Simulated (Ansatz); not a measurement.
Runs of Ansatz 0.2.0 on Rb. The structure is cubic, space group Im-3m (No. 229). The conventional cell has a = 5.605 Å, b = 5.605 Å, c = 5.605 Å, α = 90.00°, β = 90.00°, γ = 90.00°. 

```csv
task,level,cell,k mesh,cutoff (eV),smearing,phonon path,basis error allowed,mesh quality,gap on the mesh (eV),pressure (GPa)
relaxation of the atoms,PBEsol,atoms relaxed from: cell strained at random at fixed volume,7 × 7 × 7,-,methfessel-paxton 0.2 eV,-,0.001 eV/atom,not flagged,-,-0.1
single point,RPBE,as given,7 × 7 × 7,52,gaussian 0.05 eV,-,0.001 eV/atom,not flagged,none,0.4
single point,PBE,as given,4 × 4 × 4,47,fermi-dirac 0.02 eV,-,0.002 eV/atom,coarse,none,(a)
single point,PBE,as given,7 × 7 × 7,52,gaussian 0.02 eV,-,0.001 eV/atom,not flagged,none,0.1
single point,PBEsol,as given,7 × 7 × 7,52,gaussian 0.1 eV,-,0.001 eV/atom,not flagged,none,-0.1
```

Alike in all rows: potentials or basis all-electron LAPW, scalar-relativistic; no spin polarisation.

**Question.** Fill in the values left out.

**Answer.** (a) 0.2.

Caveats: some runs use coarse meshes; the relaxation stopped at its first step, so nothing moved (some runs); the k mesh is thin for a metal, which can move the energy by tens of meV per atom (some runs).

A k mesh can miss the band edges, and the runs leave out spin-orbit coupling on Rb.

A gap of «none» marks a metal or a gap under the smearing width.
